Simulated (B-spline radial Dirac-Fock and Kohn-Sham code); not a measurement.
Satellites and hypersatellites of the K lines of Kr²⁺

System: krypton as Kr²⁺, [Ar] 3d10 4s2 4p4.

Level of theory: multi-electron Dirac-Fock with separately optimised hole states, Breit and Lamb-shift corrections added in first order; a radial atomic solver. Each two-hole energy is an average over J within one jj subconfiguration, not an observable level; in light atoms, where LS coupling holds, the j-resolved values are not observed lines, and for a K spectator the Kα1 hypersatellite is nearly forbidden. Correlation and solid-state effects are left out.

Lines without a spectator: Kα2 (K-L2) 12594.3 eV, Kβ3 (K-M2) 14102.1 eV. Shifts in eV with one spectator hole (a dash: not computed, or left out as unreliable):

| spectator hole | Kα2 | Kβ3 |
| --- | --- | --- |
| K (1s) | +390.8 | +492.2 |
| L2 (2p1/2) | +39.2 | – |
| M2 (3p1/2) | – | +9.54 |
| M4 (3d3/2) | -0.20 | – |
| M5 (3d5/2) | -1.84 | – |
